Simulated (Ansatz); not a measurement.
## C under changes of volume

One of the cells (5.672 Å³/atom); the others are scaled copies at fixed shape and fractional positions:

```
C
1.0
     0.00000    1.78337    1.78337
     1.78337    0.00000    1.78337
     1.78337    1.78337    0.00000
C
2
Direct
  0.75000 0.75000 0.75000
  0.50000 0.50000 0.50000
```

This isn't the form of C at room conditions, which is graphite.

| Property | Result |
| --- | --- |
| Program | Ansatz 0.2.0 |
| Functional | PBE |
| Potentials or basis | Ansatz PAW |
| Cutoff | 420 eV (not typed: the program's choice for these potentials) |
| k mesh | 13 × 13 × 13 |
| Occupations | fermi-dirac, width 0.05 eV |
| Spin | no spin polarisation |

```csv
volume (Å³/atom),energy over the lowest point (meV/atom),pressure (GPa),gap on the mesh (eV)
5.332,34.65,32.2,4.29
5.445,15.80,21.1,4.24
5.558,?,?,?
5.672,0.00,1.8,4.15
5.785,1.76,-6.6,4.11
5.899,9.18,-14.3,4.07
6.012,21.80,-21.2,4.03
```

Question: What does the run at 5.558 Å³/atom give?

Answer: Energy over the lowest point 4.51 meV/atom; pressure 11.0 GPa; gap on the mesh 4.20 eV.

Worked out: A Birch-Murnaghan fit of order 3 (a polynomial in V^(-2/3)) to the other rows has its minimum at 5.69 Å³/atom with B0 = V·E''(V) = 434 GPa and B' = 3.8. It gives 4.50 meV/atom at 5.558 Å³/atom, against the run's 4.51, and -dE/dV = 11.1 GPa, against 11.0. A straight line through the other rows of the gap, of slope -2.16 eV per unit of ln V, gives 4.20 eV, against the run's 4.20.

Energies are extrapolated to zero smearing.

Caveats: odd divisions of the mesh miss points on the zone boundary, where band edges often lie, so the gap on the mesh can be too wide.

A mesh can miss the band edges.
